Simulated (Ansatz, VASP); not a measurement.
# One calculation of NaH, two programs

```
Na H
1.0
     0.00000    2.41545    2.41545
     2.41545    0.00000    2.41545
     2.41545    2.41545    0.00000
Na H
1 1
Direct
  0.00000 0.00000 0.00000
  0.50000 0.50000 0.50000
```

Alike in both runs: functional PBE; k mesh 8 × 8 × 8; occupations gaussian, width 0.02 eV; no spin polarisation.

Ansatz relaxed the structure, and its values are those at the end. VASP's run is a single point on that final structure, the one shown.

```csv
,VASP,Ansatz
version,VASP 6.6.1,Ansatz 0.2.0
potentials or method,"VASP PAW PBE potentials, release 64 (Na_pv, H)","scalar-relativistic, plane waves, PAW"
plane-wave cutoff (eV),520,420
valence electrons in the cell,8,10
```

|  | VASP | Ansatz | Ansatz less VASP |
| --- | --- | --- | --- |
| gap on the k mesh at the Fermi level (eV) | 3.76 | 3.76 | +0.002 |
| least direct gap on the mesh (eV) | 4.62 | 4.62 | +0.005 |
| pressure (GPa) | 0.0 | 0.0 | +0.03 |

The two sets of potentials don't hold the same shells in valence.

A k mesh can miss the band edges.
